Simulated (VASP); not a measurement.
A run of VASP 6.6.1:

The input INCAR:

```
ALGO = Normal
EDIFF = 1E-6
ENCUT = 520
GGA = PS
ISIF = 2
ISMEAR = -1
LASPH = True
LCHARG = True
LELF = True
LREAL = False
LVHAR = True
LWAVE = False
NBANDS = 22
NELM = 80
PREC = Accurate
SIGMA = 0.1
```

Contents of KPOINTS:

```
k-points
0
Gamma
  17 17 9
```

POSCAR

```
Bi
1.0
    3.4853604170      0.0000000000      0.0000000000
   -1.7426802085      3.0184106625      0.0000000000
    0.0000000000      0.0000000000      5.7153598416
Bi
2
Direct
    0.3333333333      0.6666666667      0.2500000000
    0.6666666667      0.3333333333      0.7500000000
```

Potentials or basis: VASP PAW PBE potentials, release 64 (Bi_d).

Command:

```bash
$ cat potpaw_PBE.64/Bi_d/POTCAR > POTCAR
$ mpirun -np 1 vasp_std > vasp.out
```

Hardware: 1 thread of Intel(R) Xeon(R) Platinum 8375C CPU @ 2.90GHz (Ice Lake), on a shared host.

Task: How long does it take, and how much memory?

Result: It took 4.3 min on 1 thread of Intel(R) Xeon(R) Platinum 8375C CPU @ 2.90GHz (Ice Lake) (shared host), peak memory 0.3 GiB. Counts: scf iterations 10, k points 165.
